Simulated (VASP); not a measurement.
## CdTe (F-43m) under uniaxial stress along [001]

How do the elastic response and the band edges of CdTe follow uniaxial stress along [001]?

Program: VASP 6.6.1. Level of theory: LDA; plane waves and PAW (Cd, Te), in the first sound run; inputs show where later runs differ. Results are calculated unless marked as measured.

This is a report of a sequence of runs, with most program output left out.

## Step 1: Set-up

It takes space group F-43m (No. 216, cubic). The conventional cell has a = 6.481 Å, b = 6.481 Å, c = 6.481 Å, α = 90.00°, β = 90.00°, γ = 90.00°. Nearest to Cd lie 4 Te at 2.81 Å. Te has 4 Cd at 2.81 Å nearest. Farther neighbours and most contacts between anions are not listed.

As a file:

```
Cd Te
1.0
     0.00000    3.24050    3.24050
     3.24050    0.00000    3.24050
     3.24050    3.24050    0.00000
Cd Te
1 1
Direct
  0.00000 0.00000 0.00000
  0.25000 0.25000 0.25000
```

## Step 2: Relax the crystal, LDA

The series starts from the cell that this level prefers, so that zero strain is near zero stress.

This step took 2 runs in a row; the last is shown.

Level: LDA; plane waves and PAW (Cd, Te).

Input file INCAR:

```
SYSTEM = CdTe
PREC = Accurate
ENCUT = 450
EDIFF = 1E-07
NELM = 120
ISMEAR = 0
SIGMA = 0.02
LREAL = .FALSE.
ALGO = Normal
GGA = CA
NBANDS = 15
LASPH = .TRUE.
LORBIT = 11
LWAVE = .FALSE.
LCHARG = .FALSE.
KPAR = 12
IBRION = 2
NSW = 40
ISIF = 3
EDIFFG = -0.005
POTIM = 0.4
```

Input file POSCAR:

```
CdTe
1.0
    0.0000000000      3.2089821090      3.2089821090
    3.2089821090      0.0000000000      3.2089821090
    3.2089821090      3.2089821090      0.0000000000
Cd Te
1 1
Direct
    0.0000000000      0.0000000000      0.0000000000
    0.2500000000      0.2500000000      0.2500000000
```

Input file KPOINTS:

```
Automatic mesh
0
Gamma
8 8 8
0 0 0
```

The projector-augmented-wave data sets are Cd and Te (LDA family, release 64).

Launch:

```console
mpirun -np 12 vasp_std
```

Elapsed: 9.8 s, on 12 MPI ranks of Intel Xeon Platinum 8375C at 2.90GHz (Ice Lake), shared host; peak memory 2.3 GiB; 1.7 min of CPU time.

Numbers from this step:

* energy(sigma→0) of the program: -6.0506 eV
* stress, compression positive: xx, yy, zz 0.01, 0.01, 0.01 GPa
* volume: 66.032 Å³
* ionic steps: 2

## Step 3: Strain across the axis, LDA

One member in full: the axis is strained by 1.5 %, and the two directions across it are strained alike until their mean stress is under 0.012 GPa or five steps are spent.

This step took 3 runs, each at a new trial strain with the atoms of the one before; the last is shown.

Level: LDA; plane waves and PAW (Cd, Te); cell typed or built by script.

INCAR: that of step 2 with these lines changed.

```diff
@@ -15,7 +15,7 @@
 LCHARG = .FALSE.
-KPAR = 12
-IBRION = 2
-NSW = 40
-ISIF = 3
-EDIFFG = -0.005
-POTIM = 0.4
+KPAR = 3
+IBRION = 1
+NSW = 25
+ISIF = 2
+EDIFFG = -0.004
+POTIM = 0.3
```

Input file POSCAR:

```
CdTe
1.0
    0.0000000000      3.1887822810      3.2561801800
    3.1887822810      0.0000000000      3.2561801800
    3.1887822810      3.1887822810      0.0000000000
Cd Te
1 1
Direct
    0.0000000000      0.0000000000      0.0000000000
    0.2500000000      0.2500000000      0.2500000000
```

KPOINTS is that of step 2.

Launch:

```console
mpirun -np 3 vasp_std
```

Elapsed: 20 s, on 3 MPI ranks; peak memory 0.53 GiB; 56 s of CPU time.

Read from the output:

| Item | Value |
| --- | --- |
| energy(sigma→0) of the program | -6.0495 eV |
| stress, compression positive | xx, yy, zz 0.00, 0.00, -0.40 GPa |
| ionic steps | 1 |

## Step 4: Band edges, TB-mBJ with spin-orbit coupling

Short lines in KPOINTS_OPT sample the zone centre along and across the axis, for masses, and the other valleys.

Level: TB-mBJ, spin-orbit coupling; plane waves and PAW (Cd, Te); cell typed or built by script.

TB-mBJ has no energy functional, so the total energy, stress and pressure in this output mean nothing.

Input file INCAR:

```
SYSTEM = CdTe
PREC = Accurate
ENCUT = 450
EDIFF = 1E-06
NELM = 150
ISMEAR = 0
SIGMA = 0.02
LREAL = .FALSE.
ALGO = Normal
METAGGA = MBJ
LASPH = .TRUE.
LNONCOLLINEAR = .TRUE.
MAGMOM = 0 0 0 0 0 0
NBANDS = 28
GGA_COMPAT = .FALSE.
LSORBIT = .TRUE.
LWAVE = .FALSE.
LCHARG = .FALSE.
KPAR = 3
```

POSCAR is that of step 3.

Input file KPOINTS:

```
Automatic mesh
0
Gamma
7 7 7
0 0 0
```

Input file KPOINTS_OPT:

```
Line mode
6
Line-mode
Reciprocal
  0.00000000   0.00000000   0.00000000
  0.02591186   0.02591186   0.00000000

  0.00000000   0.00000000   0.00000000
 -0.00000000  -0.02537552  -0.02537552

  0.31000000   0.31000000   0.00000000
  0.50000000   0.50000000   0.00000000

  0.00000000   0.31000000   0.31000000
  0.00000000   0.50000000   0.50000000

  0.45000000   0.45000000   0.45000000
  0.50000000   0.50000000   0.50000000

  0.45000000   0.00000000   0.00000000
  0.50000000   0.00000000   0.00000000

  0.42500000   0.42500000   0.00000000
  0.42500000   0.45037552   0.02537552

  0.50000000   0.50000000   0.50000000
  0.48205680   0.51794320   0.50000000
```

Launch:

```console
mpirun -np 3 vasp_ncl
```

Run time: 5.3 min. Hardware: 3 MPI ranks; peak memory 1.5 GiB; 16 min of CPU time.

## Step 5: Band edges, r2SCAN with spin-orbit coupling

Level: r2SCAN, spin-orbit coupling; plane waves and PAW (Cd, Te); cell typed or built by script.

INCAR: that of step 4 with these lines changed.

```diff
@@ -4,3 +4,3 @@
 EDIFF = 1E-06
-NELM = 150
+NELM = 100
 ISMEAR = 0
@@ -9,3 +9,3 @@
 ALGO = Normal
-METAGGA = MBJ
+METAGGA = R2SCAN
 LASPH = .TRUE.
```

POSCAR is that of step 4.

KPOINTS is that of step 4.

KPOINTS_OPT is that of step 4.

Launch:

```console
mpirun -np 3 vasp_ncl
```

It took 8 min on 3 MPI ranks; peak memory 1.4 GiB.

Read from the output:

| Quantity | Value |
| --- | --- |
| energy(sigma→0) of the program | -790.8168 eV |
| stress, compression positive | xx, yy, zz 2.93, 2.93, 2.61 GPa |

The run ends at a pressure of 2.82 GPa.

## Step 6: The table

Runs beyond LDA use the data sets made with LDA; this shifts their levels slightly, and their total energies have another zero (at TB-mBJ, which has no energy functional, they mean nothing).

The other members went through these steps as far as the tables show, with the same cutoff and, step by step, the same mesh; 41 runs are not shown. The session took 6.3 core hours (wall time by ranks) on a shared machine.

```
strain along the axis (%)  strain across the axis (%)  stress along the axis, tension positive (GPa)  energy above the unstrained row (meV/atom)  gap on the mesh, LDA (eV)
                   -2.000                       0.829                                         -0.486                                       1.121                      0.592
                   -1.500                       0.620                                         -0.371                                       0.650                      0.605
                   -1.000                       0.414                                         -0.252                                       0.315                      0.618
                   -0.500                       0.208                                         -0.128                                       0.090                      0.631
                        0                       0.000                                         -0.003                                       0.000                      0.644
                    0.500                      -0.199                                          0.131                                       0.049                      0.633
                    1.000                      -0.401                                          0.267                                       0.230                      0.621
                    1.500                      -0.601                                          0.404                                       0.542                      0.609
                    2.000                      -0.800                                          0.546                                       1.008                      0.597
```

Slopes at zero strain, from cubics through all rows: strain ratio -0.407, stress over strain 26 GPa.

Band edges at TB-mBJ with spin-orbit coupling, counted from the valence-band top at Γ, spin-orbit pairs averaged, with one row partly withheld:

```
strain along the axis (%)  gap (eV)  conduction band at Γ (eV)  Δ or X valley along z (eV)  Δ or X valley along x (eV)  lowest conduction level at L, [111] (eV)  lowest conduction level at L, [-111] (eV)  second valence level below the top (eV)  third valence level below the top (eV)
                   -2.000     1.616                      1.616                       2.790                       2.965                                     2.360                                      2.360                                    0.060                                   0.856
                   -1.500     1.623                      1.623                       2.829                       2.960                                     2.370                                      2.370                                    0.045                                   0.847
                   -1.000     1.628                      1.628                       2.868                       2.955                                     2.380                                      2.380                                    0.030                                   0.839
                   -0.500         ?                          ?                       2.907                       2.950                                     2.388                                      2.388                                    0.015                                   0.831
                        0     1.640                      1.640                       2.945                       2.945                                     2.396                                      2.396                                    0.000                                   0.823
                    0.500     1.629                      1.629                       2.967                       2.925                                     2.387                                      2.387                                    0.015                                   0.830
                    1.000     1.618                      1.618                       2.989                       2.905                                     2.377                                      2.377                                    0.030                                   0.838
                    1.500     1.606                      1.606                       3.010                       2.885                                     2.366                                      2.366                                    0.046                                   0.847
                    2.000     1.594                      1.594                       3.032                       2.864                                     2.355                                      2.355                                    0.061                                   0.856
```

Conduction masses, in electron masses:

```
strain along the axis (%)  conduction mass at Γ, along the strain axis or the normal of the plane  conduction mass at Γ, across the strain axis or in the plane
                   -2.000                                                                   0.140                                                         0.138
                   -1.500                                                                   0.139                                                         0.138
                   -1.000                                                                   0.139                                                         0.138
                   -0.500                                                                   0.139                                                         0.138
                        0                                                                   0.139                                                         0.139
                    0.500                                                                   0.138                                                         0.139
                    1.000                                                                   0.138                                                         0.138
                    1.500                                                                   0.137                                                         0.139
                    2.000                                                                   0.137                                                         0.139
```

Band edges at r2SCAN with spin-orbit coupling, counted from the valence-band top at Γ, spin-orbit pairs averaged:

```
strain along the axis (%)  gap (eV)  conduction band at Γ (eV)  Δ or X valley along z (eV)  Δ or X valley along x (eV)  lowest conduction level at L, [111] (eV)  lowest conduction level at L, [-111] (eV)  second valence level below the top (eV)  third valence level below the top (eV)
                   -2.000     1.071                      1.071                       2.394                       2.545                                     1.957                                      1.957                                    0.064                                   0.875
                   -1.500     1.077                      1.077                       2.435                       2.544                                     1.968                                      1.968                                    0.048                                   0.865
                   -1.000     1.083                      1.083                       2.471                       2.543                                     1.977                                      1.977                                    0.033                                   0.856
                   -0.500     1.089                      1.089                       2.506                       2.541                                     1.986                                      1.986                                    0.016                                   0.847
                        0     1.094                      1.094                       2.539                       2.539                                     1.994                                      1.994                                    0.000                                   0.839
                    0.500     1.083                      1.083                       2.557                       2.522                                     1.984                                      1.984                                    0.016                                   0.847
                    1.000     1.071                      1.071                       2.572                       2.505                                     1.973                                      1.973                                    0.033                                   0.856
                    1.500     1.058                      1.058                       2.587                       2.486                                     1.961                                      1.961                                    0.049                                   0.865
                    2.000     1.046                      1.046                       2.603                       2.468                                     1.948                                      1.948                                    0.065                                   0.875
```

Conduction masses, in electron masses:

```
strain along the axis (%)  conduction mass at Γ, along the strain axis or the normal of the plane  conduction mass at Γ, across the strain axis or in the plane
                   -2.000                                                                   0.090                                                         0.091
                   -1.500                                                                   0.091                                                         0.091
                   -1.000                                                                   0.090                                                         0.091
                   -0.500                                                                   0.090                                                         0.091
                        0                                                                   0.091                                                         0.091
                    0.500                                                                   0.090                                                         0.090
                    1.000                                                                   0.091                                                         0.090
                    1.500                                                                   0.091                                                         0.090
                    2.000                                                                   0.091                                                         0.089
```

## Step 7: Fit and prediction

The quantity to fit is the conduction level at Γ above the mean of the three top valence levels at TB-mBJ with spin-orbit coupling: 1.921, 1.920, 1.918, 1.914, 1.911, 1.907, 1.904, 1.900 eV in the rows shown.

A least-squares parabola through the 8 rows shown, with e the strain in %: E = − 7.24e-4 e² − 0.005339 e + 1.914 (eV), r.m.s. residual 1.0e-4 eV.

For the withheld row, e = -0.5, the fit gives 1.9161 eV.

## Step 8: Checking the prediction

The calculation gives 1.9160 eV, so the prediction is 0.0001 eV too high.

## Step 9: What came out

| Quantity | Value |
| --- | --- |
| Poisson ratio | 0.407 |
| Young's modulus along the axis | 26 GPa |
| gap of the unstrained cell, TB-mBJ with spin-orbit coupling | 1.64 eV |
| gap of the unstrained cell, r2SCAN with spin-orbit coupling | 1.09 eV |
| slope at zero strain of the conduction level at Γ above the mean of the three top valence levels, TB-mBJ with spin-orbit coupling | -5 meV per % |
| error of the predicted row | 0.1 meV |

As a check, the curvature of the energy gives 26 GPa for the same modulus (energy per volume = E/2 × strain²), 1 % from the slope of the stress. At TB-mBJ with spin-orbit coupling the lowest conduction valley is Γ throughout, and the gap runs between 1.59 and 1.64 eV. At r2SCAN with spin-orbit coupling the lowest conduction valley is Γ throughout, and the gap runs between 1.05 and 1.09 eV. Hole masses are left out throughout, since the top bands are degenerate or cross in many series; of conduction masses, those of the Γ, L and (for Si and Ge under (001) strain) Δ valleys are kept where they change by under an eighth between rows. TB-mBJ is a potential fitted for gaps; it has no energy functional, so its total energies and forces mean nothing, and its bands tend to come out too narrow. r2SCAN opens gaps somewhat over GGA but leaves them below measured values as a rule. Δ or X levels are the lowest on their line, refined by a parabola unless they lie at X; the gap is read from all points sampled and can differ from the lowest valley by some meV, or by tens of meV where strain moves the valence top off Γ. Temperature, zero-point motion and excitons are left out.

[Lines on the potential files, build, host, timing and source positions are cut from VASP's logs without a mark.]

[Logs are printed without paths, hosts, clocks, repeated set-up lines and the standing remarks that a program may print on its own settings, such as how far it seeks lower states.]

[Hosts, paths, dates, database ids (printed as entryN), source tags and the programs' standing remarks are cut or masked in the printed files.]

[In band tables of VASP the shares of atoms and orbitals are scaled to a sum of 1 inside the atoms' spheres.]
